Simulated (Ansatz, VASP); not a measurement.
**Two plane-wave programs on C**

```xyz
4
Lattice="2.4649 0.0000 0.0000 -1.2325 2.1347 0.0000 0.0000 0.0000 6.7363" Properties=species:S:1:pos:R:3 pbc="T T T"
C     0.0000    0.0000    1.6841
C     0.0000    1.4231    1.6841
C     0.0000    0.0000    5.0523
C     1.2325    0.7116    5.0523
```

Alike in both runs: functional PBE; dispersion D3(BJ); k mesh 24 × 24 × 8; occupations gaussian, width 0.05 eV; no spin polarisation.

Ansatz relaxed the structure, and its values are those at the end. VASP's run is a single point on that final structure, the one shown.

|  | VASP | Ansatz |
| --- | --- | --- |
| version | VASP 6.6.1 | Ansatz 0.2.0 |
| potentials or method | VASP PAW PBE potentials, release 64 (C) | scalar-relativistic, plane waves, PAW |
| plane-wave cutoff (eV) | 520 | 420 |
| valence electrons in the cell | 16 | 16 |

|  | VASP | Ansatz | Ansatz less VASP |
| --- | --- | --- | --- |
| gap on the k mesh at the Fermi level (eV) | none | none | - |
| pressure (GPa) | 0.5 | 0.0 | -0.45 |
| dispersion energy (meV/atom) | -155.6 | -155.6 | -0.03 |

A gap of «none» marks a metal or a gap that the smearing closes.
